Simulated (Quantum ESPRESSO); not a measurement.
Crystal: C.

```xyz
2
Lattice="0.0000 1.7834 1.7834 1.7834 0.0000 1.7834 1.7834 1.7834 0.0000" Properties=species:S:1:pos:R:3 pbc="T T T"
C     2.6751    2.6751    2.6751
C     1.7834    1.7834    1.7834
```

This isn't the form of C at room conditions, which is graphite.

Program: Quantum ESPRESSO 7.5. Alike in all runs: task single point; no spin polarisation; cell as given; smearing fixed; the mesh is coarse, so values aren't converged.

**Question.** Order these runs on this cell by their band gap on the k mesh, lowest first.
A. level PBE; potentials or basis SPMS 1.0 PBE; k mesh 2 × 2 × 2; cutoff (eV) 952
B. level PBE; potentials or basis PseudoDojo 0.4.1 SR PBE standard; k mesh 6 × 6 × 6; cutoff (eV) 1116
C. level LDA; potentials or basis PseudoDojo 0.4.1 SR LDA stringent; k mesh 4 × 4 × 4; cutoff (eV) 898; form of the LDA PW92

**Answer.** B (4.21 eV), C (4.44 eV), A (4.82 eV).

Caveats: all runs use coarse meshes.

A k mesh can miss the band edges.
